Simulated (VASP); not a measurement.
# AlN (P2_1) in VASP: a series of runs

The runs below take AlN through single point, with PBE.

Program: VASP 6.6.1. These are calculated values, not measurements. Logs are shortened: lines on timing, memory, paths and dates and some standing lists are left out, and cuts for length are marked.

## (1) The cell of the first run

Symmetry: P2_1, No. 4, monoclinic system. Conventional cell: a = 3.208 Å, b = 5.142 Å, c = 3.208 Å, α = 90.00°, β = 120.00°, γ = 90.00°. Al (site symmetry 1) has 4 N at 1.94 to 1.97 Å as nearest neighbours. Around N (site symmetry 1) lie 4 Al at 1.94 to 1.97 Å.

## (2) Single point, PBE (mode 4 frozen in at -0.059 Å, equal normal strain along x, y and z +0.0250)

INCAR

```
PREC = Accurate
ENCUT = 520
EDIFF = 1E-7
ISMEAR = 0
SIGMA = 0.05
LREAL = False
LASPH = True
NELM = 100
ALGO = Fast
ISIF = 2
LWAVE = False
LCHARG = True
GGA = PE
LELF = True
LVHAR = True
NBANDS = 16
```

KPOINTS

```
regular mesh
0
Gamma
  9 9 6
```

POSCAR

```
AlN
1.0
    3.2081362066      0.0000000000      0.0000000000
   -1.6040681033      2.7783274538      0.0000000000
    0.0000000000      0.0000000000      5.1423802048
Al N
2 2
Direct
    0.3145786745      0.6666666667      0.0017290859
    0.6854213255      0.3333333333      0.5017290859
    0.3499209514      0.6666666667      0.3832709141
    0.6500790486      0.3333333333      0.8832709141
```

Potentials or basis: VASP PAW PBE potentials, release 64 (Al, N).

Command:

```console
$ cat potpaw_PBE.64/Al/POTCAR potpaw_PBE.64/N/POTCAR > POTCAR
$ mpirun -np 1 vasp_std > vasp.out
```

OUTCAR:

```text
PREC = Accurate
   ENCUT = 520
   EDIFF = 1E-7
   ISMEAR = 0
   LREAL = False
   LASPH = True
   NELM = 100
   ISIF = 2
   GGA = PE

 ion  position               nearest neighbor table
   1  0.315  0.667  0.002-   4 1.94   4 1.95   4 1.96   3 1.97   2 3.11   2 3.11   2 3.17   2 3.17
                             2 3.23   2 3.23
   2  0.685  0.333  0.502-   3 1.94   3 1.95   3 1.96   4 1.97   1 3.11   1 3.11   1 3.17   1 3.17
                             1 3.23   1 3.23
   3  0.350  0.667  0.383-   2 1.94   2 1.95   2 1.96   1 1.97
   4  0.650  0.333  0.883-   1 1.94   1 1.95   1 1.96   2 1.97

  LATTYP: Found a hexagonal cell.
 ALAT       =     3.2081362066
 C/A-ratio  =     1.6029182908

  Lattice vectors:

 A1 = (   3.2081362066,   0.0000000000,   0.0000000000)
 A2 = (  -1.6040681033,   2.7783274538,   0.0000000000)
 A3 = (   0.0000000000,   0.0000000000,   5.1423802048)

Analysis of symmetry for initial positions (statically):
=====================================================================
 Subroutine PRICEL returns:
 Original cell was already a primitive cell.

 Routine SETGRP: Setting up the symmetry group for a
 hexagonal supercell.

 Subroutine GETGRP returns: Found  2 space group operations
 (whereof  1 operations were pure point group operations)
 out of a pool of 24 trial point group operations.

The static configuration has the point symmetry C_1 .
 The point group associated with its full space group is C_2 .

Analysis of symmetry for dynamics (positions and initial velocities):
=====================================================================
 Subroutine PRICEL returns:
 Original cell was already a primitive cell.

 Routine SETGRP: Setting up the symmetry group for a
 hexagonal supercell.

 Subroutine GETGRP returns: Found  2 space group operations
 (whereof  1 operations were pure point group operations)
 out of a pool of 24 trial point group operations.

The dynamic configuration has the point symmetry C_1 .
 The point group associated with its full space group is C_2 .

 Subroutine INISYM returns: Found  2 space group operations
 (whereof  1 operations are pure point group operations),
 and found     1 'primitive' translations

----------------------------------------------------------------------------------------

                                     Primitive cell

  volume of cell :      45.8353

  direct lattice vectors                    reciprocal lattice vectors
     3.208136207  0.000000000  0.000000000     0.311707464  0.179964388  0.000000000
    -1.604068103  2.778327454  0.000000000     0.000000000  0.359928776  0.000000000
     0.000000000  0.000000000  5.142380205     0.000000000  0.000000000  0.194462478

  length of vectors
     3.208136207  3.208136207  5.142380205     0.359928776  0.359928776  0.194462478

  position of ions in fractional coordinates (direct lattice)
     0.314578674  0.666666667  0.001729086
     0.685421326  0.333333333  0.501729086
     0.349920951  0.666666667  0.383270914
     0.650079049  0.333333333  0.883270914

  ion indices of the primitive-cell ions
   primitive index   ion index
                 1           1
                 2           2
                 3           3
                 4           4

----------------------------------------------------------------------------------------

 KPOINTS: regular mesh

Automatic generation of k-mesh.
 Grid dimensions read from file:
 generate k-points for:    9    9    6

 Generating k-lattice:

  Cartesian coordinates                     Fractional coordinates (reciprocal lattice)
     0.034634163  0.019996043  0.000000000     0.111111111 -0.000000000  0.000000000
     0.000000000  0.039992086  0.000000000     0.000000000  0.111111111  0.000000000
     0.000000000  0.000000000  0.032410413     0.000000000  0.000000000  0.166666667

  Length of vectors
     0.039992086  0.039992086  0.032410413

  Shift w.r.t. Gamma in fractional coordinates (k-lattice)
     0.000000000  0.000000000  0.000000000

 Subroutine IBZKPT returns following result:
 ===========================================

 Found    164 irreducible k-points:

 Following reciprocal coordinates:
            Coordinates               Weight
  0.000000  0.000000  0.000000      1.000000
  0.111111  0.000000  0.000000      2.000000
  0.000000  0.111111  0.000000      2.000000
 -0.111111  0.111111  0.000000      2.000000
  0.222222 -0.000000  0.000000      2.000000
  0.000000  0.222222  0.000000      2.000000
[... 16 lines left out ...]
  0.333333  0.111111  0.000000      2.000000
 -0.111111  0.444444  0.000000      2.000000
 [... further k-points ...]
   k-points           NKPTS =    164   k-points in BZ     NKDIM =    164   number of bands    NBANDS=     16
   number of dos      NEDOS =    301   number of ions     NIONS =      4
   total plane-waves  NPLWV =  23040
   dimension x,y,z NGX =    24 NGY =   24 NGZ =   40
   dimension x,y,z NGXF=    48 NGYF=   48 NGZF=   80
   ions per type =               2   2
   NGX,Y,Z   is equivalent  to a cutoff of  12.44, 12.44, 12.93 a.u.
   NGXF,Y,Z  is equivalent  to a cutoff of  24.87, 24.87, 25.86 a.u.
 SYSTEM =  unknown system
   PREC   = accura    normal or accurate (medium, high low for compatibility)
   ISTART =      0    job   : 0-new  1-cont  2-samecut
   ICHARG =      2    charge: 1-file 2-atom 10-const
   ISPIN  =      1    spin polarized calculation?
   LNONCOLLINEAR =      F non collinear calculations
   LSORBIT =      F    spin-orbit coupling
   LASPH  =      T    aspherical Exc in radial PAW
   ENCUT  =  520.0 eV  38.22 Ry    6.18 a.u.   5.97  5.97  9.56*2*pi/ulx,y,z
   NELM   =    100;   NELMIN=  2; NELMDL= -5     # of ELM steps
   EDIFF  = 0.1E-06   stopping-criterion for ELM
   LREAL  =      F    real-space projection
   EDIFFG = 0.1E-05   stopping-criterion for IOM
   NSW    =      0    number of steps for IOM
   IBRION =     -1    ionic relax: 0-MD 1-quasi-New 2-CG
   NFREE  =      0    steps in history (QN), initial steepest desc. (CG)
   ISIF   =      2    stress and relaxation
   ISYM   =      2    0-nonsym 1-usesym 2-fastsym
   POTIM  = 0.5000    time-step for ionic-motion
   TEBEG  =    0.0;   TEEND  =   0.0 temperature during run
   PSTRESS=    0.0 pullay stress
   NELECT =      16.0000    total number of electrons
   NUPDOWN=      -1.0000    fix difference up-down
   EMIN   =  10.00;   EMAX   =-10.00  energy-range for DOS
   EFERMI =   0.00;   METHOD = LEGACY
   ISMEAR =     0;   SIGMA  =   0.05  broadening in eV -4-tet -1-fermi 0-gaus
   EFERMI_NEDOS =   21; number of points for ismear=-14 and -15
   IALGO  =     68    algorithm
   IMIX   =      4    mixing-type and parameters
     AMIX     =   0.40;   BMIX     =  1.00
     AMIX_MAG =   1.60;   BMIX_MAG =  1.00
  volume/ion in A,a.u.               =      11.46        77.33
  Fermi-wavevector in a.u.,A,eV,Ry     =   1.152696  2.178279 18.078163  1.328707
  Thomas-Fermi vector in A             =   2.289345
   LORBIT       =      0    0 simple, 1 ext, 2 COOP (PROOUT), +10 PAW based schemes
   GGA     = PE    functional components
   LHFCALC =     F    Hartree Fock is set to
   AEXX    =    0.0000 exact exchange contribution
   IVDW    =     0    specifies the selected vdW correction
   LEPSILON=     F    determine dielectric tensor
   LRPA    =     F    only Hartree local field effects (RPA)
 non-spin polarized calculation
 RMM-DIIS sequential band-by-band and
 Gauss-broadening in eV      SIGMA  =   0.05
  energy-cutoff  :      520.00
  volume of cell :       45.84
 maximum number of plane-waves:      1260
   NGX = 11   NGY = 11   NGZ = 19

 number of electron      16.0000002 magnetization

 Free energy of the ion-electron system (eV)
  ---------------------------------------------------
  ext. energy  EPLUGINS =         0.00000000
  ---------------------------------------------------
  free energy    TOTEN  =       -29.61513052 eV

  energy without entropy =      -29.61513052  energy(sigma->0) =      -29.61513052

 E-fermi :   5.5165     XC(G=0): -10.5145

 val. band max:        5.3098983806   @ k =   0.0000   0.0000   0.0000
 cond. band min:       8.6872287867   @ k =   0.0000   0.0000   0.0000
 fundamental gap:      3.3773304061
 Fermi energy:         5.5165476961

 k-point     1 :       0.0000    0.0000    0.0000
  band No.  band energies     occupation
      1      -9.3532      2.00000
      2      -7.4848      2.00000
      3      -0.2937      2.00000
      4       4.4628      2.00000
      5       4.4970      2.00000
      6       5.0195      2.00000
[... 8 lines left out ...]
     15      17.4914      0.00000
     16      17.7841      0.00000

 k-point     2 :       0.1111    0.0000    0.0000
  band No.  band energies     occupation
      1      -9.2136      2.00000
      2      -7.4061      2.00000
      3      -0.1217      2.00000
      4       3.7879      2.00000
      5       4.2942      2.00000
      6       4.3741      2.00000
[... 8 lines left out ...]
     15      17.3501      0.00000
     16      17.7607      0.00000

 k-point     3 :       0.0000    0.1111    0.0000
  band No.  band energies     occupation
      1      -9.2132      2.00000
      2      -7.4075      2.00000
      3      -0.1206      2.00000
      4       3.8090      2.00000
      5       4.2924      2.00000
      6       4.4094      2.00000
[... 8 lines left out ...]
     15      17.4433      0.00000
     16      17.6463      0.00000

 k-point     4 :      -0.1111    0.1111    0.0000
  band No.  band energies     occupation
      1      -9.2127      2.00000
      2      -7.4088      2.00000
      3      -0.1197      2.00000
      4       3.8173      2.00000
      5       4.3013      2.00000
      6       4.4436      2.00000
[... 8 lines left out ...]
     15      17.5105      0.00000
     16      17.7262      0.00000

 k-point     5 :       0.2222   -0.0000    0.0000
  band No.  band energies     occupation
      1      -8.8201      2.00000
      2      -7.2082      2.00000
      3       0.3739      2.00000
      4       2.3292      2.00000
      5       3.2175      2.00000
      6       3.9286      2.00000
[... 8 lines left out ...]
     15      16.9054      0.00000
     16      17.5072      0.00000

 k-point     6 :       0.0000    0.2222    0.0000
  band No.  band energies     occupation
      1      -8.8178      2.00000
      2      -7.2151      2.00000
      3       0.3800      2.00000
      4       2.3959      2.00000
      5       3.1998      2.00000
      6       3.9258      2.00000
[... 8 lines left out ...]
     15      16.9147      0.00000
     16      17.6390      0.00000
[... 267 lines left out ...]
 k-point    21 :       0.1111    0.2222    0.0000
  band No.  band energies     occupation
      1      -8.4645      2.00000
      2      -7.0731      2.00000
      3       0.8410      2.00000
      4       1.7421      2.00000
      5       2.2594      2.00000
      6       3.6526      2.00000
[... 8 lines left out ...]
     15      17.2272      0.00000
     16      18.6234      0.00000

 k-point    22 :       0.3333   -0.1111    0.0000
  band No.  band energies     occupation
      1      -8.4641      2.00000
      2      -7.0727      2.00000
      3       0.8364      2.00000
      4       1.6703      2.00000
      5       2.3748      2.00000
      6       3.6046      2.00000
[... 8 lines left out ...]
     15      16.8920      0.00000
     16      18.4020      0.00000

 k-point    23 :       0.3333    0.1111    0.0000
  band No.  band energies     occupation
      1      -7.9135      2.00000
      2      -6.9476      2.00000
      3       0.5606      2.00000
      4       1.6130      2.00000
      5       1.7754      2.00000
      6       3.1157      2.00000
[... 8 lines left out ...]
     15      16.8784      0.00000
     16      19.1645      0.00000

 k-point    24 :      -0.1111    0.4444    0.0000
  band No.  band energies     occupation
      1      -7.8922      2.00000
      2      -6.9867      2.00000
      3       0.6864      2.00000
      4       1.6194      2.00000
      5       1.7954      2.00000
      6       3.0495      2.00000
[... 8 lines left out ...]
     15      16.9660      0.00000
     16      18.9585      0.00000

 [... further k-points ...]

------------------------ aborting loop because EDIFF is reached ----------------------------------------

  FORCE on cell =-STRESS in cart. coord.  units (eV):
  Direction    XX          YY          ZZ          XY          YZ          ZX
  --------------------------------------------------------------------------------------
  -------------------------------------------------------------------------------------
  Total       -3.7642825     -3.6782165     -3.4029450     -0.1041415      0.0000000      0.0000000
  in kB     -131.5807565   -128.5723119   -118.9501777     -3.6402745      0.0000000      0.0000000
  external PRESSURE =    -126.3677487 kB  Pullay stress =       0.0000000 kB

 VOLUME and BASIS-vectors are now :
 -----------------------------------------------------------------------------
  energy-cutoff  :      520.00
  volume of cell :       45.84
      direct lattice vectors                 reciprocal lattice vectors
     3.208136207  0.000000000  0.000000000     0.311707464  0.179964388  0.000000000
    -1.604068103  2.778327454  0.000000000     0.000000000  0.359928776  0.000000000
     0.000000000  0.000000000  5.142380205     0.000000000  0.000000000  0.194462478

 POSITION                                       TOTAL-FORCE (eV/Angst)
 -----------------------------------------------------------------------------------
     -0.06017      1.85222      0.00889         0.316634      0.013797      0.037212
      1.66424      0.92611      2.58008        -0.316634     -0.013797      0.037212
      0.05322      1.85222      1.97092        -0.176829      0.005684     -0.037212
      1.55085      0.92611      4.54211         0.176829     -0.005684     -0.037212
 -----------------------------------------------------------------------------------
    total drift:                                0.000000      0.000000     -0.000932

  FREE ENERGIE OF THE ION-ELECTRON SYSTEM (eV)
  ---------------------------------------------------
  free  energy   TOTEN  =       -29.6151305229 eV

  energy  without entropy=      -29.6151305229  energy(sigma->0) =      -29.61513052
```

Run time: 71 s. Hardware: 1 thread of AMD EPYC 9R14 (Zen 4), shared host; peak memory 0.19 GiB.

What came out:

| Item | Value |
| --- | --- |
| Free energy | -29.6151 eV |
| Pressure | -12.6 GPa |
| Largest force | 0.319 eV/Å |
| Band gap on the k mesh | 3.38 eV, direct |

Forces on the atoms (eV/Å):
```
Al   0.317  0.014  0.037
Al  -0.317 -0.014  0.037
N   -0.177  0.006 -0.037
N    0.177 -0.006 -0.037
```

## (3) Single point, PBE (mode 4 frozen in at -0.088 Å, equal normal strain along x, y and z +0.0167)

INCAR

```
  PREC = Accurate
  ENCUT = 520
  EDIFF = 1E-6
  ISMEAR = 0
  SIGMA = 0.05
  LREAL = False
  LASPH = True
  NELM = 100
  ALGO = Fast
  ISIF = 2
  LWAVE = False
  LCHARG = False
  GGA = PE
  NBANDS = 16
```

KPOINTS

```
Automatic mesh
0
Gamma
  9 9 6
```

POSCAR

```
AlN
1.0
    3.1821581281      0.0000000000      0.0000000000
   -1.5910790640      2.7558297778      0.0000000000
    0.0000000000      0.0000000000      5.1007394676
Al N
2 2
Direct
    0.3052173201      0.6666666667      0.0017290859
    0.6947826799      0.3333333333      0.5017290859
    0.3582006313      0.6666666667      0.3832709141
    0.6417993687      0.3333333333      0.8832709141
```

Potentials or basis: VASP PAW PBE potentials, release 64 (Al, N).

Command:

```console
$ cat potpaw_PBE.64/Al/POTCAR potpaw_PBE.64/N/POTCAR > POTCAR
$ mpirun -np 1 vasp_std > vasp.out
```

It took 64 s on 1 thread of AMD EPYC 9R14 (Zen 4), shared host; peak memory 0.18 GiB.

The run converged. Its results:

```
Free energy            : -29.6545 eV
Pressure               : -9.1 GPa
Largest force          : 0.483 eV/Å
Band gap on the k mesh : 3.53 eV, direct
```

Forces in eV/Å, atoms in the order of the input:
```
Al   0.479  0.032  0.052
Al  -0.479 -0.032  0.052
N   -0.254  0.013 -0.052
N    0.254 -0.013 -0.052
```

Stress tensor (GPa, compression positive):
```
-9.78 -0.50  0.00
-0.50 -9.09  0.00
 0.00  0.00 -8.32
```

Levels at points of the mesh, in eV from the valence-band top:
| k point | band 6 | band 7 | band 8 | band 9 | band 10 | band 11 |
| --- | --- | --- | --- | --- | --- | --- |
| (0.00, 0.00, 0.00) | -0.37 | -0.12 | 0.00 | 3.53 | 6.03 | 9.90 |
| (0.00, 0.00, 0.50) | -0.60 | -0.52 | -0.52 | 5.80 | 5.80 | 9.69 |
